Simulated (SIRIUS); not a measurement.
A run of SIRIUS 7.10.0:

The input sirius.json:

```json
{
  "control": {
    "processing_unit": "cpu",
    "verbosity": 2,
    "num_bands_to_print": 26,
    "print_forces": true,
    "print_stress": true
  },
  "parameters": {
    "electronic_structure_method": "pseudopotential",
    "xc_functionals": ["XC_GGA_X_PBE", "XC_GGA_C_PBE"],
    "gk_cutoff": 8.3,
    "pw_cutoff": 16.6,
    "ngridk": [6, 6, 3],
    "shiftk": [0, 0, 0],
    "smearing": "fermi_dirac",
    "smearing_width": 0.0018374661,
    "num_bands": 26,
    "num_mag_dims": 0,
    "num_dft_iter": 100,
    "energy_tol": 1e-08,
    "density_tol": 1e-06
  },
  "iterative_solver": {
    "type": "davidson",
    "min_tolerance": 1e-09,
    "tolerance_scale": [0.1, 0.25]
  },
  "mixer": {
    "type": "anderson",
    "beta": 0.7,
    "max_history": 8
  },
  "settings": {
    "tol_ne": 1e-10,
    "pseudo_grid_cutoff": 6.5
  },
  "unit_cell": {
    "lattice_vectors": [
      [1.0, 0.0, 0.0],
      [-0.500000001817, 0.866025404457, 0.0],
      [0.0, 0.0, 1.621838285544]
    ],
    "lattice_vectors_scale": 5.1993506775,
    "atom_coordinate_units": "lattice",
    "atom_types": ["Ir"],
    "atom_files": {
      "Ir": "Ir.json"
    },
    "atoms": {
      "Ir": [
        [0.66935147, 0.3368738, 0.74829509],
        [0.33064853, 0.6631262, 0.25170491]
      ]
    }
  }
}
```

Potentials or basis: PseudoDojo 0.4.1 PBE standard (scalar relativistic).

The run is started by

```console
$ upf_to_json Ir.upf
$ OMP_NUM_THREADS=1 sirius.scf --input=sirius.json --output=out.json --task=0
```

Hardware: 1 thread of Arm Neoverse V1, with other jobs on the host.

Task: Estimate the wall time of this run.

Result: It took 66 s on 1 thread of Arm Neoverse V1, on a shared host, peak memory 0.41 GiB. Counts: scf iterations 11, k points 56, plane waves 1883, bands 26.
